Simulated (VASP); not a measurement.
Here is a VASP 6.6.1 calculation.

INCAR

```
SYSTEM = CeO
ALGO = Normal ; EDIFF = 1E-7
ENCUT = 520 ; GGA = CA
ISIF = 2 ; ISMEAR = 0
ISPIN = 2 ; LASPH = .True.
LCHARG = .True. ; LDAU = .True.
LDAUJ = 0 0 ; LDAUL = 3 -1
LDAUPRINT = 1 ; LDAUTYPE = 2
LDAUU = 2 0 ; LELF = .True.
LMAXMIX = 6 ; LORBIT = 11
LREAL = .False. ; LVHAR = .True.
LWAVE = .False. ; MAGMOM = 1 -1 0 0
NELM = 100 ; PREC = Accurate
SIGMA = 0.05
```

File KPOINTS:

```
k-points
0
Gamma
  6 6 6
  0 0 0
```

POSCAR

```
CeO
1.0
    0.0000000000      2.8880971600      2.8880971600
    2.8880971600      0.0000000000      2.8880971600
    2.8880971600      2.8880971600      0.0000000000
Ce O
2 2
Direct
    0.0000000000      0.0000000000      0.0000000000
    0.5000000000      0.5000000000      0.5000000000
    0.2500000000      0.2500000000      0.2500000000
    0.7500000000      0.7500000000      0.7500000000
```

Potentials or basis: VASP PAW LDA potentials, release 64 (Ce, O).

Run with:

```sh
$ cat potpaw_LDA.64/Ce/POTCAR potpaw_LDA.64/O/POTCAR > POTCAR
$ mpirun -np 1 vasp_std > vasp.out
```

Predict the band gap on the k mesh.

none (metal or under the smearing width).

Estimate the net moment.

0.00 μB per cell.

Predict the pressure.

31.9 GPa.

Eigenvalues of the final occupation matrices:
```tsv
site	spin	trace	eigenvalues
site 1 f	1	0.92	0.04 0.04 0.04 0.04 0.25 0.25 0.25
site 1 f	2	0.30	0.03 0.03 0.03 0.04 0.05 0.05 0.05
site 2 f	1	0.30	0.03 0.03 0.03 0.04 0.05 0.05 0.05
site 2 f	2	0.92	0.04 0.04 0.04 0.04 0.25 0.25 0.25
```

Caveat: the magnetic or orbital state may not be the lowest; a pressure of tens of GPa on the cell as given is suspect, and the run, the potentials or the cell itself is likely at fault; spin-orbit coupling is left out, which moves the levels of the heavy elements. The state reached can hang on the start; a lower one may exist.
